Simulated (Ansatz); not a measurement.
**Ga: one contact scaled**

One table from this session's results is given with a row withheld; the runs are named, their logs left out.

Program: Ansatz 0.2.0. Level of theory: DFT LDA, with the methods named in each step. These are calculated values, not measurements.

2 further runs of the same task are left out: 2 that didn't finish.

## Starting point

It takes space group C2/c (No. 15, monoclinic). Conventional cell: a = 2.766 Å, b = 8.053 Å, c = 3.332 Å, α = 90.00°, β = 92.02°, γ = 90.00°. Around Ga (site symmetry 2) lie 8 Ga at 2.69 to 2.92 Å.

Structure file:

```cif
data_structure
_symmetry_space_group_name_H-M 'P 1'
_symmetry_Int_Tables_number 1
_cell_length_a 4.2574
_cell_length_b 4.2574
_cell_length_c 3.3320
_cell_angle_alpha 90.656
_cell_angle_beta 90.656
_cell_angle_gamma 142.087
_cell_volume 37.09
loop_
_atom_site_label
_atom_site_type_symbol
_atom_site_fract_x
_atom_site_fract_y
_atom_site_fract_z
_atom_site_occupancy
Ga1 Ga 0.86900 0.13100 0.25000 1
Ga2 Ga 0.13100 0.86900 0.75000 1
```

Atoms are numbered in the order of the input: Ga1, Ga2.

Set-up of the first run:

Input file input.yaml:

```yaml
crystal:
  lattice:
    - [1.383, -4.0265, 0.0]
    - [1.383, 4.0265, 0.0]
    - [-0.1174474948, 0.0, 3.3299294416]
  atoms:
    - { symbol: Ga, position: [0.869, 0.131, 0.25] }
    - { symbol: Ga, position: [0.131, 0.869, 0.75] }
kpoints:
  mp_grid: { grid: [11, 11, 9] }
scf:
  occupations: { method: fermi_dirac, width: 0.05 }
hamiltonian:
  xc: lda
  pseudopotentials: { kind: all_electron, lapw: { basis_error: 0.001 } }
output:
  forces: true
  stress: true
  eigenvalues: true
  populations: true
```

The run is started by

```bash
> ansatz run input.yaml --threads 1 --pin off --max-ram 2048MiB --backend cpu --events-out ev --progress --plain --runs-dir out
```

Among the steps run: The bond as given, LAPW; Shortest bond scaled by 1, crystal datasets; Shortest bond scaled by 1.1, LAPW; Shortest bond scaled by 0.88, LAPW; Shortest bond scaled by 0.82, LAPW.

One of the session's tables, all rows but one given; the rest of the session is left out.

```
             method  length (Å)  F from the given length (eV/cell)  force along the bond (eV/Å)  pressure (GPa)  largest force (eV/Å)
               LAPW       2.204                              0.589                        3.032            4.14                 3.080
               LAPW       2.366                              0.235                        1.509           -0.39                 1.562
               LAPW       2.688                              0.000                        0.160           -3.69                 0.204
               LAPW       2.957                              0.066                       -0.678           -2.44                 0.695
                PAW       1.721                              5.018                       20.211           46.04                20.221
                PAW       2.204                              0.589                        3.035            4.11                 3.083
                PAW       2.366                              0.235                        1.510           -0.43                 1.564
                PAW       2.688                              0.000                        0.161           -3.73                 0.205
                PAW       2.957                                  ?                            ?               ?                     ?
PAW (cutoff 600 eV)       1.721                                  –                       20.176           45.95                20.185
   crystal datasets       2.688                                  –                        0.160           -3.69                 0.204
```

Q: Estimate the row for PAW, 2.957 from the others.

**Answer.** F from the given length (eV/cell): 0.066; force along the bond (eV/Å): -0.677; pressure (GPa): -2.48; largest force (eV/Å): 0.694.

To keep in mind: Rows by PAW come from runs of the same series that aren't printed here. Warnings in the runs' records: crystal datasets made.
